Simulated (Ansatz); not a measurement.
# TiO2: the cost of one run

All numbers below are computed with Ansatz 0.2.0 (DFT PBEsol, scalar-relativistic, plane waves, PAW).

3 further runs of the same task are left out: 3 set aside as unsound or not needed.

## 1. Starting point

The cell holds 30 atoms (HfO20Ti9): a = 7.639 Å, b = 7.639 Å, c = 7.639 Å, α = 102.54°, β = 113.04°, γ = 113.04°.

The coordinates of this cell stand in the input of its own run.

The host was relaxed before at PBEsol: a = 3.769 Å, b = 3.769 Å, c = 9.558 Å, α = 90.00°, β = 90.00°, γ = 90.00° (conventional cell), 11.314 Å³/atom.

Places, in fractions of the supercell: Hf in place of Ti at (0.400, 0.600, 0.800). The start keeps the symmetry of the ideal site.

## 2. Band edges of the host over the zone

Contents of input.yaml:

```yaml
crystal:
  lattice:
    - [-1.8843961947, 1.8843961947, 4.7791519191]
    - [1.8843961947, -1.8843961947, 4.7791519191]
    - [1.8843961947, 1.8843961947, -4.7791519191]
  atoms:
    - { symbol: Ti, position: [0.0, 0.0, 0.0] }
    - { symbol: Ti, position: [0.75, 0.25, 0.5] }
    - { symbol: O, position: [0.9574304757, 0.4574304757, 0.5] }
    - { symbol: O, position: [0.2074304757, 0.2074304757, 0.0] }
    - { symbol: O, position: [0.5425695243, 0.0425695243, 0.5] }
    - { symbol: O, position: [0.7925695243, 0.7925695243, 0.0] }
basis:
  ecutwfc: 420
  xc_grid: 2
kpoints:
  mp_grid: { grid: [10, 10, 10] }
  band_path: { path: [VBM, CBM], npoints: 2 }
hamiltonian:
  xc: pbesol
scf:
  occupations: { method: gaussian, width: 0.02 }
output:
  forces: true
  stress: true
  eigenvalues: true
```

The run is started by

```
$ ansatz run input.yaml --threads 8 --pin off --max-ram 16384MiB --backend cpu --events-out ev --progress --plain --runs-dir out
```

**Question.** How long does this run take on 8 threads of Arm Neoverse V1, shared host, and how much memory does it need?

About 3.8 s, with a peak of 0.52 GiB.
